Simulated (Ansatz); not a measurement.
Suppose Mg3Sn2N2 takes space group P-3m1 (No. 164), with Mg on 2d and 1a; Sn on 2d; N on 2d. Recipe of this trial structure of Mg3Sn2N2: species swapped into a database cell of Mg2H2O3, with Sn on the Mg sites, N on the H sites and Mg on the O sites.

The calculation used DFT PBE, scalar-relativistic, plane waves, PAW (Ansatz). Cutoff 420 eV, Γ-centred mesh, Gaussian smearing, no spin polarisation.

Energies over the elements count from the elements' standard structures at the same level (N₂ as a molecule), with no fitted energy shifts. The references include grey tin.

Question: Which cell and coordinates does it relax to?

Answer:

Space group P-3m1 (No. 164). a = 3.579 Å, b = 3.579 Å, c = 11.438 Å, α = 90.00°, β = 90.00°, γ = 120.00°
```json
{"atom": "Mg", "site": "2d", "symmetry": "3m.", "x": "0.3333", "y": "0.6667", "z": "0.5847"}
{"atom": "Mg", "site": "1a", "symmetry": "-3m.", "x": "0.0000", "y": "0.0000", "z": "0.0000"}
{"atom": "Sn", "site": "2d", "symmetry": "3m.", "x": "0.6667", "y": "0.3333", "z": "0.7964"}
{"atom": "N", "site": "2d", "symmetry": "3m.", "x": "0.3333", "y": "0.6667", "z": "0.3891"}
```

Mg on a site of symmetry 3m has 3 N at 2.09 Å, 1 N at 2.24 Å and 3 Mg at 2.83 Å; Mg on a site of symmetry -3m has 6 Sn at 3.11 Å and 6 Mg at 3.58 Å; Sn has 1 N at 2.12 Å and 6 Mg at 3.11–3.18 Å; N has 3 Mg at 2.09 Å, 1 Sn at 2.12 Å and 1 Mg at 2.24 Å. Another local minimum with the same sites may exist.

Question: And its energy and gap?

Answer: The formation energy is −0.28 eV/atom and the gap on the 12×12×4 mesh of the 7-atom cell is 0 eV (a metal).

The last run used Gaussian smearing of 0.10 eV. A structure relaxed within its symmetry needn't be a true minimum. Another cell of the same search, in R-3m, lies 67 meV/atom lower, so this cell isn't the stable form at this level.
